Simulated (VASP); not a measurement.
Runs of VASP 6.6.1 on MoS2. The cell holds a slab with vacuum, 3 atoms: a = 3.154 Å, b = 3.154 Å, c = 32.263 Å, α = 90.00°, β = 90.00°, γ = 120.00°. 

| level | potentials or basis | cell | k mesh | smearing | exchange at q = 0 | grid for exact exchange (PRECFOCK) | gap on the mesh (eV) | largest force (eV/Å) |
| --- | --- | --- | --- | --- | --- | --- | --- | --- |
| PBE+D3(BJ) | VASP PAW PBE potentials, release 64 (S, Mo_sv) | equal strain along x and y +0.008, atoms relaxed | 12 × 12 × 1 | gaussian 0.02 eV | - | - | 1.67 | 0.01 |
| PBE0 | VASP PAW PBE potentials, release 64 (S, Mo_sv) | level: DFT PBE0, scalar-relativistic, plane waves, PAW, at the base's geometry | 9 × 9 × 1 | gaussian 0.01 eV | truncated | Normal | 2.92 | (a) |
| LDA | VASP PAW LDA potentials, release 64 (S, Mo_sv) | level: DFT LDA, scalar-relativistic, plane waves, PAW, at the base's geometry | 12 × 12 × 1 | gaussian 0.02 eV | - | - | 1.78 | (b) |
| PBE+D3(BJ) | VASP PAW PBE potentials, release 64 (S, Mo_sv) | P-6m2, 92.66 Å³/atom | 12 × 12 × 1 | gaussian 0.02 eV | - | - | 1.78 | 0.01 |
| PBE+D3(BJ) | VASP PAW PBE potentials, release 64 (S, Mo_sv) | P-6m2, 92.36 Å³/atom | 12 × 12 × 1 | gaussian 0.02 eV | - | - | 1.79 | 0.05 |
| PBE+D3(BJ) | VASP PAW PBE potentials, release 64 (S, Mo_sv) | strain along y +0.008, atoms relaxed | 12 × 12 × 1 | gaussian 0.02 eV | - | - | 1.73 | 0.01 |
| PBE+D3(BJ) | VASP PAW PBE potentials, release 64 (S, Mo_sv) | P-6m2, 92.36 Å³/atom | 6 × 6 × 1 | gaussian 0.1 eV | - | - | 1.79 | 0.05 |

Alike in all rows: task single point; no spin polarisation; cutoff (eV) 520.

Fill in the values left out.

(a) 0.45; (b) 0.49.

Caveats: the PAW data sets were made with another functional, which shifts forces and pressure a little (some runs).

A k mesh can miss the band edges, and the runs leave out spin-orbit coupling on Mo.
